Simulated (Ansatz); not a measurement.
# The 2H-MoS2 bilayer (2H stacking) between two gates, part 2 of 3

How do the bands of the 2H-MoS2 bilayer (2H stacking) follow a displacement field between two gates?

Ansatz 0.2.0; plane-wave DFT, PBE-D3(BJ), Ansatz PAW.

So far. Step 2 (Relaxation): The lattice constant a goes from 3.180 to 3.152 Å.

## 3. Gated layer, displacement field 0

The slab is cut off from its images along the normal. Two sheets of opposite charge stand for the gates, so the stack stays neutral in a displacement field; barriers ahead of the sheets keep electrons from leaking to them. The uncharged case sets the zero.

The cell differs from the one that the last finished run ended in (c 50.025 → 48.695 Å).

input.yaml reads:

```yaml
crystal:
  lattice:
    - [3.151774903, 0.0, 0.0]
    - [-1.5758874515, 2.729517133, 0.0]
    - [0.0, 0.0, 48.6948093047]
  atoms:
    - { symbol: S, position: [0.3333333333, 0.6666666667, 0.4055873774] }
    - { symbol: Mo, position: [0.0, 0.0, 0.4377791605] }
    - { symbol: S, position: [0.3333333333, 0.6666666667, 0.4699395996] }
    - { symbol: S, position: [0.0, 0.0, 0.5300604004] }
    - { symbol: Mo, position: [0.3333333333, 0.6666666667, 0.5622208395] }
    - { symbol: S, position: [0.0, 0.0, 0.5944126226] }
  periodic: [true, true, false]
  symmetry: { detect: true }
kpoints:
  mp_grid: { grid: [30, 30, 1] }
  band_path:
    path: [[0, 0, 0], [0.5, 0, 0], [0.33333333, 0.33333333, 0], [0, 0, 0]]
    npoints: 16
hamiltonian:
  xc: pbe
  dispersion: d3bj
scf:
  occupations: { method: fermi_dirac, width: 0.05 }
  convergence: { dr2_threshold: 1.0e-10 }
output:
  forces: true
  eigenvalues: true
  dos: { projected: true, e_range: [-3, 3], de: 0.01 }
  write_potential: true
  write_density: true
  volumetric_format: npy
  elf: true
external_charges:
  - { charge: 0, barrier: 10, axis: 3, height: 32.445, sigma: 0.25 }
  - { charge: 0, barrier: 10, axis: 3, height: 16.25, sigma: 0.25 }
```

Started as:

```
ansatz run input.yaml --threads 4 --pin off --max-ram 6144MiB --backend cpu --events-out ev --progress --plain --runs-dir out
```

Numbers of over 12 decimals in the logs are rounded to 6 here.

The program printed:

```text
[...]
Crystal: 6 atoms, lattice volume = 418.913 Å³
Basis set: ecut = 420 eV, 8095 PW (Γ), exchange–correlation on 48×48×720 points (8 copies of the dense FFT grid, shifted against one another)
Bands: 32, of which v1, the nominal top of the filled ones, is band 26 counted from 1 (25 counted from 0)
Symmetry: 6 space group operations
k-points: 91 of 900 (time reversal used)
[...]
SCF iter   1: F=—  HF=-13527.783634 eV  |F-HF|=—  |Δ(HF+E_count)|=         —  Δρ=2.96e-3  dr2=8.34e-2  ethr=1.77e-3  ⟨swp⟩=15.4  Hψ=24592  notcnv=0
[...]
SCF iter  13: F=-13527.796791 eV  HF=-13527.796791 eV  |F-HF|=7.28e-11  |Δ(HF+E_count)|=  2.47e-10  Δρ=3.66e-8  dr2=8.11e-12  ethr=1.00e-12  ⟨swp⟩=13.5  Hψ=24656  notcnv=0
SCF 1 converged in 13 iterations: F = -13527.796791 eV  dr2 = 8.11e-12
[...]
NSCF: frozen V_eff on 49 k-points
WARN: The output density's exchange-correlation potential varies sharply where the density is thin. Do not read a vacuum level from v_tot or v_xc, or from such a field of the output density. On a cell that repeats whose density bears no net charge and no dipole along the vacuum's axis use v_es (v_loc + v_h of the components); under efield.dipole_correction with no amplitude use v_es + v_field, which holds any externa [...]
SCF converged after 13 iterations
Free energy (F): -13527.796791 eV
[...]
Internal energy: -13527.796791 eV  (E = F + TS)
E sigma→0 (E₀):  -13527.796791 eV
Entropy (-TS):   -0.000000 eV (-0.000 meV/atom)
Fermi energy:    -4.840284 eV
[...]
--- Forces (eV/Å), atoms and charges each counted from 1 ---
  atom   1  S      0.00000000    -0.00000000     0.00293819
  atom   2  Mo    -0.00000000    -0.00000000     0.00205733
  atom   3  S      0.00000000    -0.00000000    -0.00025940
  atom   4  S      0.00000000     0.00000000     0.00025979
  atom   5  Mo     0.00000000     0.00000000    -0.00205638
  atom   6  S     -0.00000000     0.00000000    -0.00293628
  external charge   1     0.00000000     0.00000000     0.00416727
  external charge   2     0.00000000     0.00000000    -0.00416966
  max |Σ_I F_I| component, the external charges' with the atoms': 8.65e-7 eV/Å
--- Band table (eV; the first three rows and the last of 91) ---
  k-point 0: bands = [... 22 lower, -7.3390, -7.1830, -6.1627, -5.4007, -3.0811, -3.0811, -3.0576, -3.0576, ... 2 higher]
  k-point 1: bands = [... 22 lower, -7.3096, -7.0458, -6.1638, -5.4237, -3.1027, -3.0850, -3.0553, -3.0248, ... 2 higher]
  k-point 2: bands = [... 22 lower, -7.2444, -6.8862, -6.1700, -5.4962, -3.1592, -3.1505, -3.0190, -3.0089, ... 2 higher]
  k-point 90: bands = [... 22 lower, -8.0475, -8.0475, -5.9590, -5.8592, -4.1165, -4.1165, -3.1874, -2.5980, ... 2 higher]
```

Wall time 38 s (4 threads of Intel Xeon 6975P-C (Granite Rapids), shared host); peak memory 1.4 GiB.

The column dr2 measures how far the density is from self-consistency, as an energy; F and HF (Harris–Foulkes) agree once it is small.

Numbers from this step:

```yaml
gap_along_the_path: 1.211 eV
smallest_direct_gap_along_the_path: 1.743 eV
gap_the_smaller_of_path_and_mesh: 1.211 eV
potential_beyond_the_upper_barrier_and_gate_less_the_barrier_from_the_fermi_level: 4.840 eV
```

Running mean over a fixed 2.6 Å (it still follows the layers) of the planar mean; beyond a gate it holds the 10 eV model barrier. Table of electron's electrostatic potential energy less the Fermi level by z:

z (Å), electron's electrostatic potential energy less the Fermi level (eV) and a bar from the least value:
```
        4       14.8 ##############################
        5       14.8 ##############################
        6       14.8 ##############################
        7       14.8 ##############################
        8       14.8 ##############################
        9       14.8 ##############################
       10       14.8 ##############################
       11       14.8 ##############################
       12       14.8 ##############################
       13       14.8 ##############################
       14       14.8 ##############################
       15       14.4 #############################
       16       10.8 ##########################
       17        6.9 #####################
       18        3.4 #################
       19       -1.7 ############
       20       -8.3 ####
       21      -12.1 
       22      -12.1 
       23       -5.2 ########
       24       -1.0 ############
       25       -1.8 ###########
       26       -7.8 #####
       27      -12.2 
       28      -12.2 
       29       -5.6 #######
       30       -0.1 #############
       31        4.4 ##################
       32        8.1 ######################
       33       12.0 ###########################
       34       14.8 ##############################
       35       14.8 ##############################
       36       14.8 ##############################
       37       14.8 ##############################
       38       14.8 ##############################
       39       14.8 ##############################
       40       14.8 ##############################
       41       14.8 ##############################
       42       14.8 ##############################
       43       14.8 ##############################
       44       14.8 ##############################
```

The density of states has structure finer than the step of the table below, so its rows give means over 0.2 eV, whole bins alone (the curve runs from -3 to 1.6 eV). Peaks (eV: height): -2.89: 8.97, -1.86: 13.3, 1.00: 5.45, 1.32: 13.7, 1.53: 11.3.

Table of density of states by energy, zero at the Fermi level of the run, which the smearing sets inside the gap; means over each step:

```csv
energy (eV),density of states (states/eV a cell)
-2.8,7.07
-2.6,4.86
-2.4,4.69
-2.2,3.91
-2.0,4.04
-1.8,7.52
-1.6,4.83
-1.4,3.96
-1.2,1.55
-1.0,0.483
-0.8,0.311
-0.6,0.220
-0.4,0
-0.2,0
0.0,0
0.2,0
0.4,0
0.6,0.354
0.8,2.68
1.0,4.41
1.2,8.36
1.4,8.01
```

Projected DOS per atom over height of the atomic layer and energy from the Fermi level. Layers: S Mo S S Mo S from below.

Values in states/eV, 22 rows by 6 columns, each cell a mean:
```
0.94 2.37 0.65 0.65 2.37 0.94
0.84 3.39 0.64 0.64 3.39 0.84
0.39 1.63 0.38 0.38 1.63 0.39
0.24 1.07 0.31 0.31 1.07 0.24
0.07 0.27 0.11 0.11 0.27 0.07
0.00 0.00 0.00 0.00 0.00 0.00
0.00 0.00 0.00 0.00 0.00 0.00
0.00 0.00 0.00 0.00 0.00 0.00
0.00 0.00 0.00 0.00 0.00 0.00
0.00 0.00 0.00 0.00 0.00 0.00
0.01 0.06 0.05 0.05 0.06 0.01
0.01 0.08 0.07 0.07 0.08 0.01
0.02 0.18 0.08 0.08 0.18 0.02
0.11 0.68 0.15 0.15 0.68 0.11
0.35 1.35 0.31 0.31 1.35 0.35
0.44 1.60 0.44 0.44 1.60 0.44
0.85 2.12 0.71 0.71 2.12 0.85
0.63 0.43 0.51 0.51 0.43 0.63
0.94 0.33 0.95 0.95 0.33 0.94
0.92 0.44 0.92 0.92 0.44 0.92
1.06 0.64 1.00 1.00 0.64 1.06
1.47 1.09 1.42 1.42 1.09 1.47
```
Columns: height of the atomic layer (Å) from 19.8 to 28.9 (not evenly spaced); rows upwards: energy from the Fermi level (eV) from -2.98 to 1.57.

Electronic bands along the path, in eV, zero at the Fermi level of the run, which the smearing sets inside the gap:

```csv
point,band 23,band 24,band 25,band 26,band 27,band 28,band 29,band 30
Γ,-2.50,-2.34,-1.32,-0.56,1.76,1.76,1.78,1.78
halfway,-2.59,-2.23,-1.85,-1.78,0.96,1.28,1.36,1.41
M,-2.04,-1.91,-1.75,-1.69,1.28,1.31,1.72,1.88
halfway,-3.13,-2.86,-1.42,-1.31,1.14,1.21,1.98,2.10
K,-3.21,-3.21,-1.12,-1.02,0.72,0.72,1.65,2.24
halfway,-2.16,-2.07,-1.87,-1.86,0.65,1.07,1.41,1.56
Γ,-2.50,-2.34,-1.32,-0.56,1.76,1.76,1.78,1.78
```

Electrostatic potential energy in the ca plane at fractional y = 0.667, with atoms of S and Mo within 0.2 Å of it. With pseudopotentials it is smooth inside the atoms' cores, unlike the true potential.

Values in eV, 5 rows by 16 columns, each cell a mean:
```
 10  10  10   9   1   0  -1  -4 -15 -18  -4  -2  -3 -12  -7  -7
 10  10  10   9   1   0  -2 -10 -12 -13 -10  -3  -2  -8 -12 -16
 10  10  10   9   1   0 -11 -39 -13 -10 -38 -15  -1  -4 -35 -45
 10  10  10   9   1   0 -14 -40 -16 -12 -40 -19  -1  -4 -39 -48
 10  10  10   9   1   0  -4 -20 -11 -11 -20  -6  -2  -6 -20 -27
```
Columns run along c (16.0 Å, from fractional 0.26 to 0.59 of the cell; values clipped at the 3rd and 97th percentile), rows up along a (3.2 Å). Atoms in or near the plane, at fractional coordinates: S at (0.41, 0.33), S at (0.47, 0.33), Mo at (0.56, 0.33).

Valence density in the ca plane at fractional y = 0.667, with atoms of S and Mo within 0.2 Å of it. It is the smooth field of the valence electrons, not physical close to the nuclei.

Ten steps, logarithmic in the rise over the least value, from '0' (0.0 e/Å³) to '9' (6.4 e/Å³), each cell a mean:
```
00000000000000000012333455433321112344443334
00000000000000000012233455433221112344443333
00000000000000000124444444444432111334444544
00000000000000001245665433456654211223457886
00000000000000001356456433465565311122479998
00000000000000001356456433465465311122479998
00000000000000001345665433456654211123458986
00000000000000000134444444445443111234445554
```
Columns run along c (16.0 Å, from fractional 0.26 to 0.59 of the cell), rows up along a (3.2 Å). Atoms in or near the plane, at fractional coordinates: S at (0.41, 0.33), S at (0.47, 0.33), Mo at (0.56, 0.33).

ELF in the ca plane at fractional y = 0.667, with atoms of S and Mo within 0.2 Å of it. It is the smooth field of the valence electrons, not physical close to the nuclei.

Values, 5 rows by 16 columns, each cell a mean:
```
0.00 0.00 0.00 0.00 0.00 0.01 0.09 0.26 0.23 0.25 0.26 0.10 0.41 0.76 0.46 0.34
0.00 0.00 0.00 0.00 0.00 0.09 0.45 0.63 0.31 0.28 0.62 0.39 0.27 0.66 0.36 0.30
0.00 0.00 0.00 0.00 0.03 0.41 0.88 0.59 0.52 0.45 0.58 0.82 0.09 0.25 0.48 0.59
0.00 0.00 0.00 0.00 0.04 0.48 0.91 0.40 0.53 0.47 0.38 0.86 0.10 0.18 0.54 0.60
0.00 0.00 0.00 0.00 0.01 0.20 0.69 0.77 0.41 0.34 0.76 0.60 0.18 0.53 0.36 0.38
```
Columns run along c (16.0 Å, from fractional 0.26 to 0.59 of the cell), rows up along a (3.2 Å). Atoms in or near the plane, at fractional coordinates: S at (0.41, 0.33), S at (0.47, 0.33), Mo at (0.56, 0.33).

The gap, the smaller of path and mesh, is 1.211 eV.

## 4. Gated layer, displacement field 1.81 V/nm

input.yaml: that of step 3 with these lines changed.

```diff
@@ -28,3 +28,2 @@
   eigenvalues: true
-  dos: { projected: true, e_range: [-3, 3], de: 0.01 }
   write_potential: true
@@ -32,5 +31,6 @@
   volumetric_format: npy
-  elf: true
 external_charges:
   - { charge: 0, barrier: 10, axis: 3, height: 32.445, sigma: 0.25 }
+  - { charge: -0.008603, axis: 3, height: 33.945, sigma: 0.5 }
   - { charge: 0, barrier: 10, axis: 3, height: 16.25, sigma: 0.25 }
+  - { charge: 0.008603, axis: 3, height: 14.75, sigma: 0.5 }
```

The program printed:

```text
[...]
Crystal: 6 atoms, lattice volume = 418.913 Å³
Basis set: ecut = 420 eV, 8095 PW (Γ), exchange–correlation on 48×48×720 points (8 copies of the dense FFT grid, shifted against one another)
Bands: 32, of which v1, the nominal top of the filled ones, is band 26 counted from 1 (25 counted from 0)
Symmetry: 6 space group operations
k-points: 91 of 900 (time reversal used)
[...]
SCF iter   1: F=—  HF=-13530.642232 eV  |F-HF|=—  |Δ(HF+E_count)|=         —  Δρ=4.45e-2  dr2=1.26e1  ethr=3.10e-3  ⟨swp⟩=17.1  Hψ=25936  notcnv=0
[...]
SCF iter  16: F=-13527.790285 eV  HF=-13527.790285 eV  |F-HF|=4.22e-10  |Δ(HF+E_count)|=    0.00e0  Δρ=6.12e-8  dr2=7.43e-11  ethr=1.00e-12  ⟨swp⟩=14.3  Hψ=28668  notcnv=0
SCF 1 converged in 16 iterations: F = -13527.790285 eV  dr2 = 7.43e-11
[...]
SCF converged after 16 iterations
Free energy (F): -13527.790285 eV
[...]
Internal energy: -13527.790285 eV  (E = F + TS)
E sigma→0 (E₀):  -13527.790285 eV
Entropy (-TS):   -0.000000 eV (-0.000 meV/atom)
Fermi energy:    -4.846719 eV
[...]
--- Forces (eV/Å), atoms and charges each counted from 1 ---
  atom   1  S      0.00000000    -0.00000000     0.00894919
  atom   2  Mo     0.00000000    -0.00000000    -0.01327658
  atom   3  S      0.00000000    -0.00000000     0.00942237
  atom   4  S      0.00000000     0.00000000     0.00846058
  atom   5  Mo    -0.00000000     0.00000000    -0.01720767
  atom   6  S      0.00000000     0.00000000     0.00455945
  external charge   1     0.00000000     0.00000000     0.00374229
  external charge   2     0.00000000     0.00000000    -0.00077854
  external charge   3     0.00000000     0.00000000    -0.00465052
  external charge   4     0.00000000     0.00000000     0.00077816
  max |Σ_I F_I| component, the external charges' with the atoms': 1.27e-6 eV/Å
--- Band table (eV; the first three rows and the last of 91) ---
  k-point 0: bands = [... 22 lower, -7.2753, -7.1830, -6.1667, -5.3959, -3.1482, -3.1482, -3.0015, -3.0015, ... 2 higher]
  k-point 1: bands = [... 22 lower, -7.3040, -7.0377, -6.1676, -5.4188, -3.1732, -3.1181, -3.0257, -2.9859, ... 2 higher]
  k-point 2: bands = [... 22 lower, -7.2540, -6.8801, -6.1733, -5.4908, -3.2367, -3.0904, -3.0685, -3.0412, ... 2 higher]
  k-point 90: bands = [... 22 lower, -8.1093, -7.9824, -6.0034, -5.8179, -4.1961, -4.0398, -3.1993, -2.5892, ... 2 higher]
```

Elapsed: 44 s, on 4 threads; peak memory 1.4 GiB.

Numbers from this step:

- gap along the path: 1.193 eV
- smallest direct gap along the path: 1.622 eV
- gap, the smaller of path and mesh: 1.193 eV
- potential beyond the upper barrier and gate, less the barrier, from the Fermi level: 5.654 eV

The electronic bands at the labelled points (eV, zero at the Fermi level of the run, which the smearing sets inside the gap):

| point | band 23 | band 24 | band 25 | band 26 | band 27 | band 28 | band 29 | band 30 |
| --- | --- | --- | --- | --- | --- | --- | --- | --- |
| Γ | -2.43 | -2.34 | -1.32 | -0.55 | 1.70 | 1.70 | 1.85 | 1.85 |
| halfway | -2.60 | -2.21 | -1.89 | -1.73 | 0.95 | 1.25 | 1.37 | 1.45 |
| M | -2.07 | -1.87 | -1.80 | -1.63 | 1.22 | 1.38 | 1.69 | 1.91 |
| halfway | -3.14 | -2.83 | -1.46 | -1.27 | 1.10 | 1.27 | 1.95 | 2.12 |
| K | -3.26 | -3.14 | -1.16 | -0.97 | 0.65 | 0.81 | 1.65 | 2.26 |
| halfway | -2.20 | -2.02 | -1.94 | -1.78 | 0.64 | 1.09 | 1.39 | 1.55 |
| Γ | -2.43 | -2.34 | -1.32 | -0.55 | 1.70 | 1.70 | 1.85 | 1.85 |

The gap, the smaller of path and mesh, is 1.193 eV.

## 5. Gated layer, displacement field -1.81 V/nm

input.yaml: that of step 4 with these lines changed.

```diff
@@ -33,4 +33,4 @@
   - { charge: 0, barrier: 10, axis: 3, height: 32.445, sigma: 0.25 }
-  - { charge: -0.008603, axis: 3, height: 33.945, sigma: 0.5 }
+  - { charge: 0.008603, axis: 3, height: 33.945, sigma: 0.5 }
   - { charge: 0, barrier: 10, axis: 3, height: 16.25, sigma: 0.25 }
-  - { charge: 0.008603, axis: 3, height: 14.75, sigma: 0.5 }
+  - { charge: -0.008603, axis: 3, height: 14.75, sigma: 0.5 }
```

The program printed:

```text
[...]
Crystal: 6 atoms, lattice volume = 418.913 Å³
Basis set: ecut = 420 eV, 8095 PW (Γ), exchange–correlation on 48×48×720 points (8 copies of the dense FFT grid, shifted against one another)
Bands: 32, of which v1, the nominal top of the filled ones, is band 26 counted from 1 (25 counted from 0)
Symmetry: 6 space group operations
k-points: 91 of 900 (time reversal used)
[...]
--- Band table (eV; the first three rows and the last of 91) ---
  k-point 0: bands = [... 22 lower, -7.2753, -7.1830, -6.1667, -5.3959, -3.1481, -3.1481, -3.0015, -3.0015, ... 2 higher]
  k-point 1: bands = [... 22 lower, -7.3040, -7.0376, -6.1675, -5.4188, -3.1731, -3.1180, -3.0256, -2.9858, ... 2 higher]
  k-point 2: bands = [... 22 lower, -7.2540, -6.8800, -6.1732, -5.4908, -3.2366, -3.0904, -3.0685, -3.0412, ... 2 higher]
  k-point 90: bands = [... 22 lower, -8.1092, -7.9824, -6.0033, -5.8178, -4.1960, -4.0398, -3.1993, -2.5892, ... 2 higher]
[key lines of the parts left out:]
SCF converged after 16 iterations
Free energy (F): -13527.790285 eV
Fermi energy:    -4.846684 eV
```

Wall time 42 s (4 threads); peak memory 1.4 GiB.

The electronic bands at the labelled points (eV, zero at the Fermi level of the run, which the smearing sets inside the gap):

(Unchanged from step 4.)

The gap, the smaller of path and mesh, is 1.193 eV.

## 6. Gated layer, displacement field 3.62 V/nm

input.yaml: that of step 5 with these lines changed.

```diff
@@ -33,4 +33,4 @@
   - { charge: 0, barrier: 10, axis: 3, height: 32.445, sigma: 0.25 }
-  - { charge: 0.008603, axis: 3, height: 33.945, sigma: 0.5 }
+  - { charge: -0.017206, axis: 3, height: 33.945, sigma: 0.5 }
   - { charge: 0, barrier: 10, axis: 3, height: 16.25, sigma: 0.25 }
-  - { charge: -0.008603, axis: 3, height: 14.75, sigma: 0.5 }
+  - { charge: 0.017206, axis: 3, height: 14.75, sigma: 0.5 }
```

The program printed:

```text
[...]
Crystal: 6 atoms, lattice volume = 418.913 Å³
Basis set: ecut = 420 eV, 8095 PW (Γ), exchange–correlation on 48×48×720 points (8 copies of the dense FFT grid, shifted against one another)
Bands: 32, of which v1, the nominal top of the filled ones, is band 26 counted from 1 (25 counted from 0)
Symmetry: 6 space group operations
k-points: 91 of 900 (time reversal used)
[...]
--- Band table (eV; the first three rows and the last of 91) ---
  k-point 0: bands = [... 22 lower, -7.2022, -7.1836, -6.1782, -5.3820, -3.2301, -3.2301, -3.0139, -3.0139, ... 2 higher]
  k-point 1: bands = [... 22 lower, -7.2310, -7.0159, -6.1783, -5.4046, -3.2561, -3.1994, -3.0525, -3.0317, ... 2 higher]
  k-point 2: bands = [... 22 lower, -7.2796, -6.8644, -6.1822, -5.4755, -3.3225, -3.1631, -3.1124, -3.0880, ... 2 higher]
  k-point 90: bands = [... 22 lower, -8.1644, -7.9162, -6.0789, -5.7513, -4.2782, -3.9664, -3.2331, -2.5650, ... 2 higher]
[key lines of the parts left out:]
SCF converged after 17 iterations
Free energy (F): -13527.770771 eV
Fermi energy:    -4.863338 eV
```

Elapsed: 43 s, on 4 threads; peak memory 1.4 GiB.

The gap, the smaller of path and mesh, is 1.104 eV.

(Continued in part 3 of 3.)

[Logs are printed without paths, hosts, clocks, repeated set-up lines and the standing remarks that a program may print on its own settings, such as how far it seeks lower states.]

[Hosts, paths, dates, database ids (printed as entryN), source tags and the programs' standing remarks are cut or masked in the printed files.]

[Maps of the electrostatic potential energy from Ansatz leave out the sawtooth potential of an applied field or a dipole correction, so their vacuum need not be flat; planar profiles and work functions include it.]
